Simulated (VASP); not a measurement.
Crystal: Li2Se.

```
Se Li
1.0
     0.00000    3.00250    3.00250
     3.00250    0.00000    3.00250
     3.00250    3.00250    0.00000
Se Li
1 2
Direct
  0.00000 0.00000 0.00000
  0.75000 0.75000 0.75000
  0.25000 0.25000 0.25000
```

Base run:

```yaml
Program: VASP 6.6.1
Functional: LAK
Potentials_or_basis: VASP PAW PBE potentials, release 64 (Se, Li_sv)
Cutoff: 520 eV
k_mesh: 8 × 8 × 8
Occupations: fermi-dirac, width 0.05 eV
Spin: no spin polarisation
```

Its results: band gap on the k mesh 3.83 eV, indirect (least direct gap 4.73 eV).

**Question.** After a change of settings the same cell gave: band gap on the k mesh 4.18 eV, indirect (least direct gap 4.75 eV). Which change was it?
A. functional from LAK to RPBE; further incar settings from ALGO = Normal; EDIFF = 1e-06; NBANDS = 13 to ALGO = Normal; EDIFF = 1e-06
B. functional from LAK to BLYP; further incar settings from ALGO = Normal; EDIFF = 1e-06; NBANDS = 13 to ALGO = Normal; EDIFF = 1e-07
C. functional from LAK to revPBE; further incar settings from ALGO = Normal; EDIFF = 1e-06; NBANDS = 13 to ALGO = Normal; EDIFF = 1e-07; NBANDS = 13
D. functional from LAK to TB-mBJ

**Answer.** D.
